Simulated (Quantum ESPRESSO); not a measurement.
**KCl: equation of state with PBEsol**

Crystal: KCl.

```
K Cl
1.0
     3.83920    0.00000    0.00000
     0.00000    3.83920    0.00000
     0.00000    0.00000    3.83920
K Cl
1 1
Direct
  0.00000 0.00000 0.00000
  0.50000 0.50000 0.50000
```

Measurements of this composition are mostly on another form, of space group No. 225.

```json
{
 "Program": "Quantum ESPRESSO 7.5",
 "Task": "equation of state",
 "Functional": "PBEsol",
 "Potentials or basis": "GBRV 1.5 PBEsol",
 "Cutoff": "612 eV",
 "Density cutoff": "4898 eV",
 "k mesh": "7 × 7 × 7",
 "Occupations": "fermi-dirac, width 0.05 eV",
 "Spin": "no spin polarisation",
 "Mixing beta": "0.5",
 "Most SCF iterations": "120",
 "SCF threshold": "4e-10 Ry"
}
```

```
Equilibrium volume : 26.10 Å³/atom (rough: see the caveat)
Bulk modulus       : 22 GPa (rough)
```

Energy against volume, from the lowest point:
```
volume (Å³/atom)  energy (meV/atom)
          26.596               0.00
          27.162               2.11
          27.728               5.53
          28.294              10.10
          28.860              15.74
          29.426              22.23
          29.991              29.53
```

All runs of the series together: 57 s on 2 threads of Arm Neoverse V2 (shared host).

Caveat: the minimum lies outside the volumes run.
